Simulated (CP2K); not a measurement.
Ga:

```
Ga
1.0
     4.31587    0.00000    0.00000
    -3.34156    2.73143    0.00000
     0.00000    0.00000    3.17000
Ga
2
Direct
  0.13300 0.86700 0.75000
  0.86700 0.13300 0.25000
```

This isn't the form of Ga at room conditions, which is orthorhombic.

- Program: CP2K 2026.2
- Task: relaxation of cell and atoms
- Functional: LDA
- Potentials or basis: GTH_POTENTIALS Ga GTH-PADE-q13; TZVP-MOLOPT-PBE-GTH basis
- Density cutoff: 6123 eV
- k mesh: 7 × 7 × 7
- Occupations: fermi-dirac, width 0.01 eV
- Spin: no spin polarisation

At the start: pressure -3.2 GPa; volume 18.68 Å³/atom.

Q: How do energy, volume and symmetry change on relaxing?

A: Over 13 steps the energy falls by 19.5 meV/atom and the volume is 17.52 Å³/atom (-6.2 %); space group Cmcm (No. 63, to 0.05 Å).

The path:
```
step  energy change (eV)  largest force (eV/Å)  volume (Å³)
   1              0.0000                0.1279        37.37
   2             -0.0024                0.1122        37.28
   3             -0.0274                0.1869        35.41
   4             -0.0283                0.1771        35.34
   5             -0.0351                0.0305        34.95
   6             -0.0348                0.0753        34.33
   7             -0.0363                0.0388        34.65
   8             -0.0373                0.0190        34.74
   9             -0.0376                0.0114        34.80
  10             -0.0387                0.0241        35.02
  11             -0.0390                0.0182        35.06
  12             -0.0390                0.0118        35.04
  13             -0.0390                0.0118        35.04
```

Final structure:
```
Ga
1.0
     4.25766    0.00000    0.00000
    -3.37214    2.60076    0.00000
     0.00000    0.00000    3.16472
Ga
2
Direct
  0.13314 0.86686 0.75000
  0.86686 0.13314 0.25000
```

Caveat: the basis of atomic orbitals isn't converged, which shifts pressures, moduli and gaps.
